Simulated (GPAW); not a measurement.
# ZnS (F-43m) in GPAW: a series of runs

The runs below take ZnS through band structure, one-shot levels of the hybrid HSE06, with vdW-DF2, PBE.

Everything below comes from runs of GPAW 26.7.0. Logs are shortened: lines on timing, memory, paths and dates and some standing lists are left out, and cuts for length are marked. The log counts tension as positive stress, the text compression.

**Experimental background.**

From “Electronic, vibrational, and thermodynamic properties of ZnS (zincblende and rocksalt structure)”, 2009, arxiv:0911.5022, for a bulk crystal of ZnS at 19 K: band gap 3.85 eV (direct).

The results are compared with them further down.

**1. The crystal as given**

It takes space group F-43m (No. 216, cubic). Conventional cell: a = 5.404 Å, b = 5.404 Å, c = 5.404 Å, α = 90.00°, β = 90.00°, γ = 90.00°. Zn (site symmetry -43m) is surrounded by 4 S at 2.34 Å. S (site symmetry -43m) is surrounded by 4 Zn at 2.34 Å.

**2. Band structure, vdW-DF2**

File run.py:

```python
from ase.dft.bandgap import bandgap
from ase.io import read, write
from gpaw import GPAW, PW

atoms = read('ZnS.xyz')

calc = GPAW(mode=PW(600),
            xc={'name': 'vdW-DF2', 'backend': 'libvdwxc'},
            kpts={'size': (7, 7, 7), 'gamma': True},
            occupations={'name': 'fermi-dirac', 'width': 0.05},
            nbands=18,
            convergence={'density': 1e-05, 'energy': 1e-05},
            maxiter=150,
            txt='gpaw.txt')
atoms.calc = calc
energy = atoms.get_potential_energy()
forces = atoms.get_forces()
calc.write('gs.gpw')
write('result.traj', atoms)
print(f'Energy: {energy:.6f} eV')
print('Forces (eV/A):')
print(forces.round(4))
print('Fermi level:', round(calc.get_fermi_level(), 4), 'eV')
print(f'Gap: {bandgap(calc)[0]:.4f} eV, direct: {bandgap(calc, direct=True)[0]:.4f} eV')

path = atoms.cell.bandpath('GXWKGLUWLK,UX', npoints=100, eps=1e-4)
bs_calc = calc.fixed_density(kpts=path, symmetry='off', nbands=28,
                             convergence={'bands': 'CBM+6.0', 'eigenstates': 1e-6}, txt='bands.txt')
bs = bs_calc.band_structure()
bs.write('bs.json')
print(f'Gap on the path: {bandgap(bs_calc)[0]:.4f} eV')
```

File ZnS.xyz:

```xyz
2
Lattice="0.0000000000 2.7020000000 2.7020000000 2.7020000000 0.0000000000 2.7020000000 2.7020000000 2.7020000000 0.0000000000" Properties=species:S:1:pos:R:3 pbc="T T T"
Zn     4.0530000000      4.0530000000      4.0530000000
S      0.0000000000      0.0000000000      0.0000000000
```

Potentials or basis: GPAW PAW data sets (gpaw-data 1.2.1), pw.

On the command line:

```console
OMP_NUM_THREADS=1 python run.py
```

gpaw.txt:

```text
__  _  _
 | _ |_)|_||  |
 |__||  | ||/\| - 26.7.0

Input parameters:
  mode=PW(ecut=600.0),
  convergence={'density': 1e-05, 'energy': 1e-05},
  kpts=MonkhorstPack(size=(7, 7, 7), gamma=True),
  maxiter=150,
  nbands=18,
  occupations=Occupations(name='fermi-dirac', width=0.05),
  xc=XC(name='vdW-DF2', backend='libvdwxc')

Diagonalizing LCAO Hamiltonian
Converting LCAO to pw mode

                    Zn

       S

Atoms  # Å, Bohr magnetons
|   | symbol |        x |        y |        z |    initial magnetic moments |
|---|--------|----------|----------|----------|-----------------------------|
| 0 |     Zn | 4.053000 | 4.053000 | 4.053000 | ( 0.0000,  0.0000,  0.0000) |
| 1 |      S | 0.000000 | 0.000000 | 0.000000 | ( 0.0000,  0.0000,  0.0000) |

Unit cell  # Å
| periodic |        x |        y |        z |  lengths |    angles |
|----------|----------|----------|----------|----------|-----------|
|      yes | 0.000000 | 2.702000 | 2.702000 | 3.821205 | 60.000000 |
|      yes | 2.702000 | 0.000000 | 2.702000 | 3.821205 | 60.000000 |
|      yes | 2.702000 | 2.702000 | 0.000000 | 3.821205 | 60.000000 |

Number of symmetries: 24
Symmetry operations  # r_c * U_cc + t_c -> r_c
|    | kind |            matrix            |
|----|------|------------------------------|
|  0 |  E   |  1, 0, 0,  0, 1, 0,  0, 0, 1 |
|  1 |  σ   |  1, 0, 0,  0, 0, 1,  0, 1, 0 |
|  2 |  σ   |  1, 0,-1,  0, 1,-1,  0, 0,-1 |
|  3 |  C3  |  1, 0,-1,  0, 0,-1,  0, 1,-1 |
|  4 |  C3  |  1,-1, 0,  0,-1, 1,  0,-1, 0 |
|  5 |  σ   |  1,-1, 0,  0,-1, 0,  0,-1, 1 |
|  6 |  σ   |  0, 1, 0,  1, 0, 0,  0, 0, 1 |
|  7 |  C3  |  0, 1, 0,  0, 0, 1,  1, 0, 0 |
|  8 |  C2  |  0, 1,-1,  1, 0,-1,  0, 0,-1 |
|  9 |  S4  |  0, 1,-1,  0, 0,-1,  1, 0,-1 |
| 10 |  C3  |  0, 0, 1,  1, 0, 0,  0, 1, 0 |
| 11 |  σ   |  0, 0, 1,  0, 1, 0,  1, 0, 0 |
| 12 |  S4  |  0, 0,-1,  1, 0,-1,  0, 1,-1 |
| 13 |  C3  |  0, 0,-1,  0, 1,-1,  1, 0,-1 |
| 14 |  S4  |  0,-1, 1,  1,-1, 0,  0,-1, 0 |
| 15 |  C2  |  0,-1, 1,  0,-1, 0,  1,-1, 0 |
| 16 |  C3  |  0,-1, 0,  1,-1, 0,  0,-1, 1 |
| 17 |  S4  |  0,-1, 0,  0,-1, 1,  1,-1, 0 |
| 18 |  S4  | -1, 1, 0, -1, 0, 1, -1, 0, 0 |
| 19 |  C3  | -1, 1, 0, -1, 0, 0, -1, 0, 1 |
| 20 |  C3  | -1, 0, 1, -1, 1, 0, -1, 0, 0 |
| 21 |  S4  | -1, 0, 1, -1, 0, 0, -1, 1, 0 |
| 22 |  σ   | -1, 0, 0, -1, 1, 0, -1, 0, 1 |
| 23 |  C2  | -1, 0, 0, -1, 0, 1, -1, 1, 0 |

BZ-sampling:
  Number of BZ points: 343
  Number of IBZ points: 20

  Monkhorst-Pack size: [7, 7, 7]
  Monkhorst-Pack shift: [0, 0, 0]

K-points  # in reciprocal-cell coordinates
|     |                                coordinates |     weight |
|-----|--------------------------------------------|------------|
|   0 | (  0.00000000,   0.00000000,   0.00000000) | 0.00291545 |
|   1 | (  0.14285714,   0.14285714,   0.00000000) | 0.01749271 |
|   2 | (  0.14285714,   0.14285714,   0.14285714) | 0.02332362 |
|   3 | (  0.28571429,   0.14285714,   0.14285714) | 0.03498542 |
|   4 | (  0.28571429,   0.28571429,   0.00000000) | 0.01749271 |
|   5 | (  0.28571429,   0.28571429,   0.14285714) | 0.06997085 |
|   6 | (  0.28571429,   0.28571429,   0.28571429) | 0.02332362 |
|   7 | (  0.42857143,  -0.28571429,  -0.28571429) | 0.03498542 |
|   8 | (  0.42857143,   0.28571429,  -0.42857143) | 0.13994169 |
|   9 | (  0.42857143,   0.28571429,  -0.28571429) | 0.06997085 |
| ... |                                            |            |
|  19 | (  0.42857143,   0.42857143,   0.42857143) | 0.02332362 |

Plane wave coefficients: 1363
Cutoff: 600.0 eV

Spin-components: 1 (collinear spins)
Bands:           18
Projectors:      11
Spin-degeneracy: 2
Datatype:        complex128

Parallelization:
  kpt:    1
  domain: 1
  band:   1

Density:
  Valence electrons: 18.0
  Components: 1
  Grid points: [24 24 24]
  Charge: 0.0  # |e|

Potential:
  Grid points: [24 24 24]

species:
  Zn:
    name:    Zinc
    Z:       30.0
    valence: 12
    core:    18
    charge:  0.0  # [|e|]
    compensation charges:
      type: gauss
      rc: 0.37  # [Å]
      lmax: 2
    cutoffs:
      filter: 2.14  # [Å]
      core: 2.28  # [Å]
    projectors
    | kind |    occ | energy [eV] | rcut [Å] |
    |------|--------|-------------|----------|
    |   4s |  2.000 |      -5.977 |    1.286 |
    |   4p |  0.000 |      -1.117 |    1.270 |
    |   3d | 10.000 |     -10.142 |    1.180 |
    |    s |        |      21.234 |    1.286 |
    |    p |        |      26.095 |    1.270 |
    |    d |        |      17.070 |    1.180 |

    Using partial waves for Zn as LCAO basis

  S:
    name:    Sulfur
    Z:       16.0
    valence: 6
    core:    10
    charge:  0.0  # [|e|]
    compensation charges:
      type: gauss
      rc: 0.24  # [Å]
      lmax: 2
    cutoffs:
      filter: 1.77  # [Å]
      core: 1.66  # [Å]
    projectors
    | kind |    occ | energy [eV] | rcut [Å] |
    |------|--------|-------------|----------|
    |   3s |  2.000 |     -17.254 |    0.974 |
    |   3p |  4.000 |      -7.008 |    0.979 |
    |    s |        |       9.957 |    0.974 |
    |    p |        |      20.203 |    0.979 |
    |    d |        |       0.000 |    0.900 |

    Using partial waves for S as LCAO basis

Reference energy: -59718.946550  # eV

eigensolver:
  PPCG
  Converge bands: occupied
  niter=2

density mixing:
  MSR1-Mixer
  Pratt-step length: 0.05
  Maximum mixing coefficient: 0.75
  Old densities: 10
  SVD Regularization: 0.005
  Good broyden scale: 1.0
  Trust region scale: 1.0
  Backstep threshold: 4.0
  History deletion threshold: 6.0
  Fourier metric: weight=20.0, sigma=0.015

occupation numbers:
  Fermi-Dirac:
    width: 0.0500  # eV

poisson solver:
  ecut: 4800.0  # eV

xc functional:
  name: vdW-DF2 with libvdwxc
  Mode: serial
  Semilocal: GGA_X_RPW86+LDA_C_PW with 2 nearest neighbor stencil
  Local blocksize: 48 x 48 x 48
  PAW datasets: PBE

convergence criteria:
- Maximum integral of absolute [dens]ity change: 1e-05 electrons / valence electron
- Maximum [total energy] change in last 3 cyles: 1e-05 eV / valence electron
- Maximum integral of absolute [eigenst]ate change: 4e-08 eV^2 / valence electron
maximum number of iterations: 150

SCF iterations
|iter     | |      energy | eigst |  dens |
|---------|-|-------------|-------|-------|
|iter:   1| | -100.126446 | -0.04 |       |
|iter:   2| | -100.013231 | -1.74 | -1.14 |
|iter:   3| |  -99.624834 | -1.27 | -1.19 |
|iter:   4| |  -99.623745 | -2.51 | -1.83 |
|iter:   5| |  -99.624587 | -3.51 | -2.19 |
|iter:   6| |  -99.624504 | -4.45 | -3.11 |
|iter:   7| |  -99.624509c| -5.41 | -3.43 |
|iter:   8| |  -99.624512c| -6.03 | -3.85 |
|iter:   9| |  -99.624512c| -6.90 | -4.53 |
|iter:  10| |  -99.624512c| -8.46c| -5.57c|

Converged in 10 steps
Energy contributions relative to reference atoms: (reference = -59718.946550)

Energy contributions:
  Kinetic:          19.131075
  Coulomb:         -16.470128
  Zero:              0.020391
  External:          0.000000
  Xc:             -102.305850
  Entropy:          -0.000000
  Spinorbit:         0.000000
  ----------------------------
  Free energy:     -99.624512
  Extrapolated:    -99.624512

dipole moment: (-14.637534, -14.637534, -14.637534)  # |e|*Ang

Fermi level: 4.641
Eigenvalues  # (at kpt = [0.000, 0.000, 0.000])
| band index |      eig [eV] | occ [0-2] |
|------------|---------------|-----------|
|          0 |        -9.374 |     2.000 |
|          1 |        -2.782 |     2.000 |
|          2 |        -2.782 |     2.000 |
|          3 |        -2.782 |     2.000 |
|          4 |        -2.322 |     2.000 |
|          5 |        -2.322 |     2.000 |
|          6 |         3.708 |     2.000 |
|          7 |         3.708 |     2.000 |
|          8 |         3.708 |     2.000 |
|          9 |         5.798 |     0.000 |
|         10 |        10.236 |     0.000 |
|         11 |        10.236 |     0.000 |
|         12 |        10.236 |     0.000 |
|         13 |        15.529 |     0.000 |
|         14 |        15.529 |     0.000 |
|         15 |        15.540 |     0.000 |
|         16 |        18.362 |     0.000 |
|         17 |        18.362 |     0.000 |

Gap: 2.090 eV
Transition (v -> c):
  (s=0, k=0, n=8, [0.00, 0.00, 0.00]) -> (s=0, k=0, n=9, [0.00, 0.00, 0.00])
No difference between direct/indirect transitions

Forces  # eV/Ang
|       x |        y |        z |
|---------|----------|----------|
| 0.00000 | -0.00000 |  0.00000 |  # Zn   0
| 0.00000 |  0.00000 | -0.00000 |  # S    1

# Writing to gs.gpw (mode='')
```

It took 47 s on 1 thread of Arm Neoverse V2, shared host; peak memory 0.28 GiB.

What came out:

```
Free energy             : -99.6245 eV
Band gap on the k mesh  : 2.09 eV, direct
Band gap along the path : 2.09 eV, direct
```

Levels at the corners of the path, in eV from the valence-band top:
| point | band 7 | band 8 | band 9 | band 10 | band 11 | band 12 |
| --- | --- | --- | --- | --- | --- | --- |
| Γ | 0.00 | 0.00 | 0.00 | 2.09 | 6.53 | 6.53 |
| X | -4.55 | -2.14 | -2.14 | 3.53 | 4.12 | 10.91 |
| W | -4.52 | -2.66 | -2.65 | 5.78 | 6.00 | 7.97 |
| K | -4.55 | -3.03 | -1.74 | 4.22 | 5.98 | 9.38 |
| Γ | 0.00 | 0.00 | 0.00 | 2.09 | 6.53 | 6.53 |
| L | -5.18 | -0.83 | -0.83 | 3.33 | 7.04 | 7.04 |
| U | -4.55 | -3.03 | -1.74 | 4.22 | 5.98 | 9.38 |
| W | -4.52 | -2.66 | -2.65 | 5.78 | 6.00 | 7.97 |
| L | -5.18 | -0.83 | -0.83 | 3.33 | 7.04 | 7.04 |
| K | -4.55 | -3.03 | -1.74 | 4.22 | 5.98 | 9.38 |
| U | -4.55 | -3.03 | -1.74 | 4.22 | 5.98 | 9.38 |
| X | -4.55 | -2.14 | -2.14 | 3.53 | 4.12 | 10.91 |

Caveat: the PAW data sets were made with another functional, which shifts forces and pressure a little.

[end of part 1 of 2]
